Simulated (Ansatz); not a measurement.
**An added C started as a split pair with a Si atom in diamond Si, 65 atoms, charge 0**

All numbers come from Ansatz (PAW, plane waves, no spin–orbit coupling) at the single k point (¼, ¼, ¼) without its symmetry partners. The atoms were relaxed with PBEsol in a fixed cell; other functionals are single points on those atoms unless said otherwise. The valence top and gap of the host come from its small cell on a dense mesh, with the band extrema sought between the mesh points, lined up by the mean potential, PBEsol gap 0.46 eV, HSE06 (atoms relaxed with HSE06) gap 1.13 eV.

Cell: a = 10.866 Å, b = 10.866 Å, c = 10.866 Å, α = 90.00°, β = 90.00°, γ = 90.00°.

Nearest atoms after relaxation, from the placed atom (for vacancies from the middle of the vacant sites): Si at 1.89 Å, Si at 1.94 Å, Si at 1.96 Å, Si at 1.96 Å, Si at 3.35 Å, Si at 3.42 Å, Si at 3.48 Å, Si at 3.48 Å.

Chemical potentials μ are those of reference phases of the elements at zero temperature by the same functional (the usual solids, diamond for C, grey Sn, and the molecules H2, N2, O2, F2, Cl2, Br2 and S8).

| functional | E(defect) − E(host) − Σ nμ + q·E_VBM (eV) | monopole (eV) | alignment (eV) | formation energy at E_F = VBM (eV) | moment (μB) | wall time, shared host |
| --- | --- | --- | --- | --- | --- | --- |
| PBEsol | 3.56 | 0.00 | 0.00 | 3.56 | 0 (no spin) | 16 s on NVIDIA H100 (relaxation) |
| HSE06 (atoms relaxed with HSE06) | 4.26 | 0.00 | 0.00 | 4.26 | 0 (no spin) | 47 s on NVIDIA H100 (relaxation) |

HSE06 (atoms relaxed with HSE06) one-electron levels near the gap (the ten most localised at most), from the host's valence top:

```tsv
level (eV)	spin	filling	atoms sharing it	element of the atom with most weight
-0.03	both	2.00	18.0	Si
1.04	both	0.00	20.7	spread
1.37	both	0.00	53.5	spread
```

One k point and a cell of this size can leave errors of several tenths of an eV in such numbers.
